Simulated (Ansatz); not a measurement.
Crystal: SnO.

```
Sn O
1.0
     3.81370    0.00000    0.00000
     0.00000    3.81370    0.00000
     0.00000    0.00000    4.88691
Sn O
2 2
Direct
  0.50000 0.00000 0.76463
  0.00000 0.50000 0.23537
  0.00000 0.00000 0.00000
  0.50000 0.50000 0.00000
```

The cell is a database's computed one.

```yaml
Program: Ansatz 0.2.0
Task: relaxation of cell and atoms
Functional: revPBE
Dispersion: D4
Potentials_or_basis: Ansatz PAW
Cutoff: "420 eV (not typed: the program's choice for these potentials)"
k_mesh: 7 × 7 × 6
Occupations: fermi-dirac, width 0.05 eV
Spin: no spin polarisation
```

At the start: volume 17.77 Å³/atom.

Question: How do energy, volume and symmetry change on relaxing?

Answer: It ends after 8 steps and the volume is 17.22 Å³/atom (-3.1 %); space group P4/nmm (No. 129, to 0.05 Å).

The path:
| step | energy change (eV) | largest force (eV/Å) | volume (Å³) |
| --- | --- | --- | --- |
| 1 | 0.0000 | 0.5385 | 71.08 |
| 2 | -0.0127 | 0.5780 | 67.08 |
| 3 | -0.0328 | 0.0417 | 69.06 |
| 4 | -0.0343 | 0.0052 | 69.13 |
| 5 | -0.0349 | 0.0068 | 69.14 |
| 6 | -0.0317 | 0.0083 | 69.14 |
| 7 | -0.0326 | 0.0027 | 68.89 |
| 8 | -0.0319 | 0.0027 | 68.89 |

Final structure:
```xyz
4
Lattice="3.8380 0.0000 0.0000 0.0000 3.8380 0.0000 0.0000 0.0000 4.6769" Properties=species:S:1:pos:R:3 pbc="T T T"
Sn    1.9190    0.0000    3.5145
Sn    0.0000    1.9190    1.1625
O     0.0000    0.0000    0.0000
O     1.9190    1.9190    0.0000
```

Caveat: the plane-wave basis is chosen anew once the cell has moved, so the energies of steps on either side of that aren't comparable; the pressure holds a Pulay correction of +0.4 GPa for the finite cutoff; the PAW data sets come from PBE, with cores solved anew for the run's functional, which leaves a small shift of forces and pressure.
